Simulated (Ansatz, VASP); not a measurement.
# One calculation of Eu, two programs

```xyz
1
Lattice="-2.2719 2.2719 2.2719 2.2719 -2.2719 2.2719 2.2719 2.2719 -2.2719" Properties=species:S:1:pos:R:3 pbc="T T T"
Eu    0.0000    0.0000    0.0000
```

Change from the starting cell: volume scaled by 0.96.

Alike in both runs: task single point; functional PBEsol; k mesh 8 × 8 × 8; occupations fermi-dirac, width 0.05 eV; collinear spin.

|  | VASP | Ansatz |
| --- | --- | --- |
| version | VASP 6.6.1 | Ansatz 0.2.0 |
| potentials or method | VASP PAW PBE potentials, release 64 (Eu), cutoff 520 eV | all-electron LAPW, scalar-relativistic |

VASP gave:

| Property | Result |
| --- | --- |
| gap on the k mesh at the Fermi level (eV) | none |
| pressure (GPa) | -2.6 |
| net moment per atom (μB) | 7.33 |
| size of the moment on the site where the two differ most (μB) | 6.70 |

Which values does Ansatz return?

gap on the k mesh at the Fermi level (eV): none; pressure (GPa): -2.3; net moment per atom (μB): 7.33; size of the moment on the site where the two differ most (μB): 7.16.

Site moments also hang on the region over which each program counts them. A gap of «none» marks a metal or a gap that the smearing closes. Ansatz ran all-electron here, so the differences hold the error of VASP's frozen core and of both bases.

Caveats: spin-orbit coupling is left out, which moves the levels of the heavy elements; the PAW data sets were made with another functional, which shifts forces and pressure a little (VASP); an open f shell can end in a state above the lowest (Ansatz). The state reached can hang on the start; a lower one may exist.
